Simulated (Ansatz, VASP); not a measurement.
Given: the input of a run of VASP 6.6.1 on Al2Cu.

The input INCAR:

```
ALGO = Normal
EDIFF = 1E-7
ENCUT = 520
GGA = PE
ISIF = 2
ISMEAR = -1
LASPH = T
LCHARG = T
LELF = T
LREAL = F
LVHAR = T
LWAVE = F
NBANDS = 16
NELM = 80
PREC = Accurate
SIGMA = 0.05
```

The input KPOINTS:

```
k-points
0
Gamma
  7 7 9
```

The input POSCAR:

```
Al2Cu
1.0
    4.1051820000      0.0000000000      0.0000000000
    0.0000000000      4.1051820000      0.0000000000
    0.0000000000      0.0000000000      2.8913130000
Cu Al
1 2
Direct
   -0.0039700000      0.0061610000      0.0024120000
    0.0093760000      0.4970560000      0.4682290000
    0.5060070000     -0.0098690000      0.4975350000
```

Potentials or basis: VASP PAW PBE potentials, release 64 (Cu, Al).

Command:

```console
$ cat potpaw_PBE.64/Cu/POTCAR potpaw_PBE.64/Al/POTCAR > POTCAR
$ mpirun -np 1 vasp_std > vasp.out
```

Question: Set up the same calculation for Ansatz 0.2.0. Potentials there: Ansatz PAW.

Answer: As run (the cutoff follows the program's own potentials):

input.yaml

```yaml
crystal:
  lattice:
    - [4.105182, 0.0, 0.0]
    - [0.0, 4.105182, 0.0]
    - [0.0, 0.0, 2.891313]
  atoms:
    - { symbol: Cu, position: [-0.00397, 0.006161, 0.002412] }
    - { symbol: Al, position: [0.009376, 0.497056, 0.468229] }
    - { symbol: Al, position: [0.506007, -0.009869, 0.497535] }
hamiltonian:
  xc: pbe
  pseudopotentials: { kind: paw }
kpoints:
  mp_grid: { grid: [7, 7, 9] }
scf:
  occupations: { method: fermi_dirac, width: 0.05 }
output:
  forces: true
  stress: true
  eigenvalues: true
```

Potentials or basis: Ansatz PAW.

Command:

```sh
$ ansatz run input.yaml --threads 2 --pin off --max-ram 5120MiB --backend cpu --events-out ev --progress --plain --runs-dir out
```

Both were run:

|  | VASP | Ansatz | Ansatz less VASP |
| --- | --- | --- | --- |
| gap on the k mesh at the Fermi level (eV) | none | none | - |
| pressure (GPa) | 0.9 | 0.8 | -0.11 |
| largest component of the traceless stress (GPa) | 0.69 | 0.67 | -0.018 |
| rms of the force components (eV/Å) | 0.218 | 0.218 | -0.0003 |

Atom by atom the forces differ by 0.001 eV/Å (rms over components). A gap of «none» marks a metal or a gap that the smearing closes. With one functional, cell and mesh, what is left measures potentials, basis and numerics. The two sets of potentials don't hold the same shells in valence.
